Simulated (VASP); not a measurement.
# HgS3 (Fm-3m) in VASP: further runs

One crystal, HgS3, is run at these levels: PBE; tasks: single point, relaxation of cell and atoms.

Everything below comes from runs of VASP 6.6.1. Logs are shortened: lines on timing, memory, paths and dates and some standing lists are left out, and cuts for length are marked.

## 1. The undisturbed crystal

The structure is cubic, space group Fm-3m (No. 225). The conventional cell has a = 6.651 Å, b = 6.651 Å, c = 6.651 Å, α = 90.00°, β = 90.00°, γ = 90.00°. Hg (site symmetry m-3m) is surrounded by 8 S at 2.88 Å. Around S (site symmetry -43m) lie 4 Hg at 2.88 Å and 4 S at 2.88 Å. S (site symmetry m-3m) has 8 S at 2.88 Å as nearest neighbours.

The cell was built by a generator and needn't be a form met in nature.

## 2. Single point, PBE (random cell by space group and Wyckoff sites (Fm-3m, No. 225))

Contents of INCAR:

```
SYSTEM = HgS3
PREC = Accurate ; ENCUT = 520
EDIFF = 1E-6 ; ISMEAR = 0
SIGMA = 0.1 ; LREAL = .False.
LASPH = .True. ; NELM = 60
ALGO = Fast ; ISIF = 2
LWAVE = .False. ; LCHARG = .False.
GGA = PE ; NBANDS = 23
```

Contents of KPOINTS:

```
Automatic mesh
0
Gamma
  12 12 12
  0 0 0
```

Contents of POSCAR:

```
HgS3
1.0
    0.0000000000      3.3256798493      3.3256798493
    3.3256798493      0.0000000000      3.3256798493
    3.3256798493      3.3256798493      0.0000000000
Hg S
1 3
Direct
    0.0000000000      0.0000000000      0.0000000000
    0.7500000000      0.7500000000      0.7500000000
    0.5000000000      0.5000000000      0.5000000000
    0.2500000000      0.2500000000      0.2500000000
```

Potentials or basis: VASP PAW PBE potentials, release 64 (Hg, S).

Run with:

```sh
$ cat potpaw_PBE.64/Hg/POTCAR potpaw_PBE.64/S/POTCAR > POTCAR
$ mpirun -np 1 vasp_std > vasp.out
```

OUTCAR:

```text
SYSTEM = HgS3
   PREC = Accurate
   ENCUT = 520
   EDIFF = 1E-6
   ISMEAR = 0
   LREAL = .False.
   LASPH = .True.
   NELM = 60
   ISIF = 2
   GGA = PE

 ion  position               nearest neighbor table
   1  0.000  0.000  0.000-   2 2.88   2 2.88   2 2.88   2 2.88   4 2.88   4 2.88   4 2.88   4 2.88
                             3 3.33   3 3.33   3 3.33   3 3.33   3 3.33   3 3.33
   2  0.750  0.750  0.750-   1 2.88   1 2.88   1 2.88   1 2.88
   3  0.500  0.500  0.500-   1 3.33   1 3.33   1 3.33   1 3.33   1 3.33   1 3.33
   4  0.250  0.250  0.250-   1 2.88   1 2.88   1 2.88   1 2.88

  LATTYP: Found a face centered cubic cell.
 ALAT       =     6.6513596986

  Lattice vectors:

 A1 = (   0.0000000000,   3.3256798493,   3.3256798493)
 A2 = (   3.3256798493,   0.0000000000,   3.3256798493)
 A3 = (   3.3256798493,   3.3256798493,   0.0000000000)

Analysis of symmetry for initial positions (statically):
=====================================================================
 Subroutine PRICEL returns:
 Original cell was already a primitive cell.

 Routine SETGRP: Setting up the symmetry group for a
 face centered cubic supercell.

 Subroutine GETGRP returns: Found 48 space group operations
 (whereof 48 operations were pure point group operations)
 out of a pool of 48 trial point group operations.

The static configuration has the point symmetry O_h .

Analysis of symmetry for dynamics (positions and initial velocities):
=====================================================================
 Subroutine PRICEL returns:
 Original cell was already a primitive cell.

 Routine SETGRP: Setting up the symmetry group for a
 face centered cubic supercell.

 Subroutine GETGRP returns: Found 48 space group operations
 (whereof 48 operations were pure point group operations)
 out of a pool of 48 trial point group operations.

The dynamic configuration has the point symmetry O_h .

 Subroutine INISYM returns: Found 48 space group operations
 (whereof 48 operations are pure point group operations),
 and found     1 'primitive' translations

----------------------------------------------------------------------------------------

                                     Primitive cell

  volume of cell :      73.5650

  direct lattice vectors                    reciprocal lattice vectors
     0.000000000  3.325679849  3.325679849    -0.150345199  0.150345199  0.150345199
     3.325679849  0.000000000  3.325679849     0.150345199 -0.150345199  0.150345199
     3.325679849  3.325679849  0.000000000     0.150345199  0.150345199 -0.150345199

  length of vectors
     4.703221547  4.703221547  4.703221547     0.260405524  0.260405524  0.260405524

  position of ions in fractional coordinates (direct lattice)
     0.000000000  0.000000000  0.000000000
     0.750000000  0.750000000  0.750000000
     0.500000000  0.500000000  0.500000000
     0.250000000  0.250000000  0.250000000

  ion indices of the primitive-cell ions
   primitive index   ion index
                 1           1
                 2           2
                 3           3
                 4           4

----------------------------------------------------------------------------------------

 KPOINTS: Automatic mesh

Automatic generation of k-mesh.
 Grid dimensions read from file:
 generate k-points for:   12   12   12

 Generating k-lattice:

  Cartesian coordinates                     Fractional coordinates (reciprocal lattice)
    -0.012528767  0.012528767  0.012528767     0.083333333  0.000000000  0.000000000
     0.012528767 -0.012528767  0.012528767     0.000000000  0.083333333  0.000000000
     0.012528767  0.012528767 -0.012528767     0.000000000  0.000000000  0.083333333

  Length of vectors
     0.021700460  0.021700460  0.021700460

  Shift w.r.t. Gamma in fractional coordinates (k-lattice)
     0.000000000  0.000000000  0.000000000

 Subroutine IBZKPT returns following result:
 ===========================================

 Found     72 irreducible k-points:

 Following reciprocal coordinates:
            Coordinates               Weight
  0.000000  0.000000  0.000000      1.000000
  0.083333  0.000000  0.000000      8.000000
  0.166667  0.000000  0.000000      8.000000
  0.250000  0.000000  0.000000      8.000000
  0.333333  0.000000  0.000000      8.000000
  0.416667  0.000000  0.000000      8.000000
[... 16 lines left out ...]
  0.500000  0.166667  0.000000     24.000000
 -0.416667  0.166667  0.000000     24.000000
 [... further k-points ...]
   k-points           NKPTS =     72   k-points in BZ     NKDIM =     72   number of bands    NBANDS=     23
   number of dos      NEDOS =    301   number of ions     NIONS =      4
   total plane-waves  NPLWV =  46656
   dimension x,y,z NGX =    36 NGY =   36 NGZ =   36
   dimension x,y,z NGXF=    72 NGYF=   72 NGZF=   72
   ions per type =               1   3
   NGX,Y,Z   is equivalent  to a cutoff of  12.73, 12.73, 12.73 a.u.
   NGXF,Y,Z  is equivalent  to a cutoff of  25.45, 25.45, 25.45 a.u.
 SYSTEM =  HgS3
   PREC   = accura    normal or accurate (medium, high low for compatibility)
   ISTART =      0    job   : 0-new  1-cont  2-samecut
   ICHARG =      2    charge: 1-file 2-atom 10-const
   ISPIN  =      1    spin polarized calculation?
   LNONCOLLINEAR =      F non collinear calculations
   LSORBIT =      F    spin-orbit coupling
   LASPH  =      T    aspherical Exc in radial PAW
   ENCUT  =  520.0 eV  38.22 Ry    6.18 a.u.   8.74  8.74  8.74*2*pi/ulx,y,z
   NELM   =     60;   NELMIN=  2; NELMDL= -5     # of ELM steps
   EDIFF  = 0.1E-05   stopping-criterion for ELM
   LREAL  =      F    real-space projection
   EDIFFG = 0.1E-04   stopping-criterion for IOM
   NSW    =      0    number of steps for IOM
   IBRION =     -1    ionic relax: 0-MD 1-quasi-New 2-CG
   NFREE  =      0    steps in history (QN), initial steepest desc. (CG)
   ISIF   =      2    stress and relaxation
   ISYM   =      2    0-nonsym 1-usesym 2-fastsym
   POTIM  = 0.5000    time-step for ionic-motion
   TEBEG  =    0.0;   TEEND  =   0.0 temperature during run
   PSTRESS=    0.0 pullay stress
   NELECT =      30.0000    total number of electrons
   NUPDOWN=      -1.0000    fix difference up-down
   EMIN   =  10.00;   EMAX   =-10.00  energy-range for DOS
   EFERMI =   0.00;   METHOD = LEGACY
   ISMEAR =     0;   SIGMA  =   0.10  broadening in eV -4-tet -1-fermi 0-gaus
   EFERMI_NEDOS =   21; number of points for ismear=-14 and -15
   IALGO  =     68    algorithm
   IMIX   =      4    mixing-type and parameters
     AMIX     =   0.40;   BMIX     =  1.00
     AMIX_MAG =   1.60;   BMIX_MAG =  1.00
  volume/ion in A,a.u.               =      18.39       124.11
  Fermi-wavevector in a.u.,A,eV,Ry     =   1.214017  2.294160 20.052778  1.473838
  Thomas-Fermi vector in A             =   2.349451
   LORBIT       =      0    0 simple, 1 ext, 2 COOP (PROOUT), +10 PAW based schemes
   GGA     = PE    functional components
   LHFCALC =     F    Hartree Fock is set to
   AEXX    =    0.0000 exact exchange contribution
   IVDW    =     0    specifies the selected vdW correction
   LEPSILON=     F    determine dielectric tensor
   LRPA    =     F    only Hartree local field effects (RPA)
 non-spin polarized calculation
 RMM-DIIS sequential band-by-band and
 Gauss-broadening in eV      SIGMA  =   0.10
  energy-cutoff  :      520.00
  volume of cell :       73.57
 maximum number of plane-waves:      2006
   NGX = 17   NGY = 17   NGZ = 17

 number of electron      29.9999996 magnetization

 Free energy of the ion-electron system (eV)
  ---------------------------------------------------
  ext. energy  EPLUGINS =         0.00000000
  ---------------------------------------------------
  free energy    TOTEN  =        -9.00109051 eV

  energy without entropy =       -8.98209970  energy(sigma->0) =       -8.99159510

 E-fermi :   5.1567     XC(G=0): -10.8968

 val. band max:        5.1516129082   @ k =   0.5000   0.3333   0.0000
 cond. band min:       5.1836822910   @ k =   0.4167   0.1667   0.0000
 fundamental gap:      0.0320693829
 Fermi energy:         5.1566863942

 k-point     1 :       0.0000    0.0000    0.0000
  band No.  band energies     occupation
      1      -9.7760      2.00000
      2      -6.0922      2.00000
      3      -5.1973      2.00000
      4      -1.7966      2.00000
      5      -1.7966      2.00000
      6      -1.7966      2.00000
[... 15 lines left out ...]
     22      12.4755      0.00000
     23      12.4755      0.00000

 k-point     2 :       0.0833    0.0000    0.0000
  band No.  band energies     occupation
      1      -9.7237      2.00000
      2      -6.1533      2.00000
      3      -5.2637      2.00000
      4      -1.7837      2.00000
      5      -1.7837      2.00000
      6      -1.7226      2.00000
[... 15 lines left out ...]
     22      12.5979      0.00000
     23      12.5979      0.00000

 k-point     3 :       0.1667    0.0000    0.0000
  band No.  band energies     occupation
      1      -9.5694      2.00000
      2      -6.3272      2.00000
      3      -5.4441      2.00000
      4      -1.7528      2.00000
      5      -1.7528      2.00000
      6      -1.5030      2.00000
[... 15 lines left out ...]
     22      12.9415      0.00000
     23      12.9415      0.00000

 k-point     4 :       0.2500    0.0000    0.0000
  band No.  band energies     occupation
      1      -9.3210      2.00000
      2      -6.6070      2.00000
      3      -5.6670      2.00000
      4      -1.7251      2.00000
      5      -1.7251      2.00000
      6      -1.1928      2.00000
[... 15 lines left out ...]
     22      13.4563      0.00000
     23      13.4563      0.00000

 k-point     5 :       0.3333    0.0000    0.0000
  band No.  band energies     occupation
      1      -8.9953      2.00000
      2      -6.9852      2.00000
      3      -5.8444      2.00000
      4      -1.7209      2.00000
      5      -1.7209      2.00000
      6      -1.1838      2.00000
[... 15 lines left out ...]
     22      14.0940      0.00000
     23      14.0940      0.00000

 k-point     6 :       0.4167    0.0000    0.0000
  band No.  band energies     occupation
      1      -8.6333      2.00000
      2      -7.4001      2.00000
      3      -5.9444      2.00000
      4      -1.7332      2.00000
      5      -1.7332      2.00000
      6      -1.1531      2.00000
[... 15 lines left out ...]
     22      14.7898      0.00000
     23      14.8641      0.00000

 k-point     7 :       0.5000    0.0000    0.0000
  band No.  band energies     occupation
      1      -8.4114      2.00000
      2      -7.6437      2.00000
      3      -5.9755      2.00000
      4      -1.7406      2.00000
      5      -1.7406      2.00000
      6      -1.1371      2.00000
[... 353 lines left out ...]
     22      12.2678      0.00000
     23      14.4604      0.00000

 k-point    21 :       0.3333    0.1667    0.0000
  band No.  band energies     occupation
      1      -9.0464      2.00000
      2      -6.7617      2.00000
      3      -6.0127      2.00000
      4      -1.6861      2.00000
      5      -1.5589      2.00000
      6      -1.2741      2.00000
[... 15 lines left out ...]
     22      12.7615      0.00000
     23      15.3494      0.00000

 k-point    22 :       0.4167    0.1667    0.0000
  band No.  band energies     occupation
      1      -8.7101      2.00000
      2      -7.0950      2.00000
      3      -6.1988      2.00000
      4      -1.6681      2.00000
      5      -1.4585      2.00000
      6      -1.2761      2.00000
[... 15 lines left out ...]
     22      13.4337      0.00000
     23      15.2055      0.00000

 k-point    23 :       0.5000    0.1667    0.0000
  band No.  band energies     occupation
      1      -8.3690      2.00000
      2      -7.4516      2.00000
      3      -6.2925      2.00000
      4      -1.6562      2.00000
      5      -1.4378      2.00000
      6      -1.2213      2.00000
[... 15 lines left out ...]
     22      14.2269      0.00000
     23      15.2385      0.00000

 k-point    24 :      -0.4167    0.1667    0.0000
  band No.  band energies     occupation
      1      -8.2933      2.00000
      2      -7.5294      2.00000
      3      -6.3094      2.00000
      4      -1.6359      2.00000
      5      -1.4485      2.00000
      6      -1.2026      2.00000
[... 15 lines left out ...]
     22      14.9633      0.00000
     23      15.0152      0.00000

 [... further k-points ...]

------------------------ aborting loop because EDIFF is reached ----------------------------------------

  FORCE on cell =-STRESS in cart. coord.  units (eV):
  Direction    XX          YY          ZZ          XY          YZ          ZX
  --------------------------------------------------------------------------------------
  -------------------------------------------------------------------------------------
  Total        0.0753683      0.0753683      0.0753683      0.0000000     -0.0000000     -0.0000000
  in kB        1.6414514      1.6414514      1.6414514      0.0000000     -0.0000000     -0.0000000
  external PRESSURE =       1.6414514 kB  Pullay stress =       0.0000000 kB

 VOLUME and BASIS-vectors are now :
 -----------------------------------------------------------------------------
  energy-cutoff  :      520.00
  volume of cell :       73.57
      direct lattice vectors                 reciprocal lattice vectors
     0.000000000  3.325679849  3.325679849    -0.150345199  0.150345199  0.150345199
     3.325679849  0.000000000  3.325679849     0.150345199 -0.150345199  0.150345199
     3.325679849  3.325679849  0.000000000     0.150345199  0.150345199 -0.150345199

 POSITION                                       TOTAL-FORCE (eV/Angst)
 -----------------------------------------------------------------------------------
      0.00000      0.00000      0.00000        -0.000000      0.000000     -0.000000
      4.98852      4.98852      4.98852         0.000000     -0.000000      0.000000
      3.32568      3.32568      3.32568        -0.000000      0.000000     -0.000000
      1.66284      1.66284      1.66284        -0.000000     -0.000000     -0.000000
 -----------------------------------------------------------------------------------
    total drift:                               -0.000000      0.000000      0.000000

  FREE ENERGIE OF THE ION-ELECTRON SYSTEM (eV)
  ---------------------------------------------------
  free  energy   TOTEN  =        -9.0010905070 eV

  energy  without entropy=       -8.9820997005  energy(sigma->0) =       -8.99159510
```

Wall time 54 s (1 thread of Intel Xeon 6975P-C (Granite Rapids), shared host); peak memory 0.27 GiB.

What came out:

```yaml
Free_energy: -9.0011 eV
Pressure: 0.2 GPa
Band_gap_on_the_k_mesh: none (metal or under the smearing width)
```

Levels at points of the mesh, in eV from the Fermi level:
```csv
k point,band 12,band 13,band 14,band 15,band 16,band 17,band 18,band 19
"(0.00, 0.00, 0.00)",-2.04,-2.04,-2.04,-0.57,-0.57,-0.57,-0.37,6.26
"(0.50, 0.00, 0.00)",-2.93,-2.93,-1.62,-0.07,1.01,1.01,2.31,5.42
"(0.50, 0.50, 0.00)",-1.41,-0.18,-0.18,-0.08,0.63,0.63,1.81,7.36
```

Spin-orbit coupling is left out, which matters for the levels of Hg.

(Part 1 of 3 ends here.)
